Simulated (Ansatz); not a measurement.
CaF2 (fluorite)

```
CaF2
1.0
    0.00000     5.51096     5.51096
    2.75548     2.75548     5.51096
    2.75548     2.75548     0.00000
Ca F
2 4
Direct
  0.00000   0.00000   0.00000
  0.50000   0.00000   0.00000
  0.00000   0.25000   0.25000
  0.50000   0.25000   0.25000
  0.00000   0.75000   0.75000
  0.50000   0.75000   0.75000
```

A phonon eigenvector at X = (0.5, 0.5, 0.0) is frozen into this cell: atom i moves by Q times the vector below, so Q is the largest atomic displacement, in Å. The cell is held. It is one choice among 2 degenerate patterns. (q is in reciprocal vectors of the primitive cell; the cell shown is doubled to hold the pattern.)

```tsv
atom	x	y	z
Ca1	0.146	0.000	0.000
Ca2	-0.146	0.000	0.000
F3	0.000	-1.000	0.000
F4	0.000	1.000	0.000
F5	0.000	-1.000	0.000
F6	0.000	1.000	0.000
```

Computed with PBE (plane waves to 420 eV, PAW, scalar-relativistic; Ansatz, an electronic-structure program). k mesh 10×10×10 (Γ-centred), Fermi-Dirac smearing 0.05 eV. Energies are smeared free energies. CaF2 was relaxed with its symmetry unable to fall. ΔE is measured from the undisplaced structure.

Successive frames, forces in eV/Å:

```json
[
 {"frame": "Q = -0.150 Å", "ΔE (meV/cell)": "334", "F on Ca1": "(0.361, 0.000, 0.000)", "F on Ca2": "(-0.361, 0.000, 0.000)", "F on F3": "(0.000, -1.141, 0.000)", "F on F4": "(0.000, 1.141, 0.000)", "F on F5": "(0.000, -1.141, 0.000)", "F on F6": "(0.000, 1.141, 0.000)"},
 {"frame": "Q = -0.120 Å", "ΔE (meV/cell)": "210", "F on Ca1": "(0.277, 0.000, 0.000)", "F on Ca2": "(-0.277, 0.000, 0.000)", "F on F3": "(0.000, -0.883, 0.000)", "F on F4": "(0.000, 0.883, 0.000)", "F on F5": "(0.000, -0.883, 0.000)", "F on F6": "(0.000, 0.883, 0.000)"},
 {"frame": "Q = -0.090 Å", "ΔE (meV/cell)": "117", "F on Ca1": "(0.201, 0.000, 0.000)", "F on Ca2": "(-0.201, 0.000, 0.000)", "F on F3": "(0.000, -0.645, 0.000)", "F on F4": "(0.000, 0.645, 0.000)", "F on F5": "(0.000, -0.645, 0.000)", "F on F6": "(0.000, 0.645, 0.000)"}
]
```

Problem. What are the energy and the forces in the next frame, Q = -0.060 Å?

Solution. ΔE (meV/cell) = 51.

```csv
atom,Fx,Fy,Fz
Ca1,0.131,0.000,0.000
Ca2,-0.131,0.000,0.000
F3,0.000,-0.422,0.000
F4,0.000,0.422,0.000
F5,0.000,-0.422,0.000
F6,0.000,0.422,0.000
```

(For displaced atoms, the force is minus the slope of the energy, and its curvature is a force constant, which sets phonon frequencies.)
